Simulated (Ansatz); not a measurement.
MgB2 under changes of volume

One of the cells (9.679 Å³/atom); the others are scaled copies at fixed shape and fractional positions:

```
CELL_PARAMETERS angstrom
3.08500 0.00000 0.00000
-1.54250 2.67169 0.00000
0.00000 0.00000 3.52300
ATOMIC_POSITIONS crystal
Mg 0.00000 0.00000 0.00000
B 0.66667 0.33333 0.50000
B 0.33333 0.66667 0.50000
```

* Program: Ansatz 0.2.0
* Functional: LDA
* Potentials or basis: all-electron LAPW, scalar-relativistic
* Cutoff: 272 eV (chosen from the basis error)
* Basis error allowed: 0.002 eV/atom
* k mesh: 10 × 10 × 8
* Occupations: fermi-dirac, width 0.05 eV
* Spin: no spin polarisation

```csv
volume (Å³/atom),energy over the lowest point (meV/atom),pressure (GPa)
9.098,0.30,2.0
9.292,0.00,-1.5
9.485,3.69,-4.6
9.679,11.00,-7.5
9.873,21.62,-10.1
10.066,?,?
10.260,51.56,-14.6
```

Task: What does the run at 10.066 Å³/atom give?

Result: Energy over the lowest point 35.23 meV/atom; pressure -12.4 GPa.

Worked out: A Birch-Murnaghan fit of order 3 (a polynomial in V^(-2/3)) to the other rows has its minimum at 9.21 Å³/atom with B0 = V·E''(V) = 163 GPa and B' = 3.5 at fixed shape and positions, which overstates the stiffness. It gives 35.19 meV/atom at 10.066 Å³/atom, against the run's 35.23, and -dE/dV = -12.4 GPa, against -12.4.

Energies are extrapolated to zero smearing.
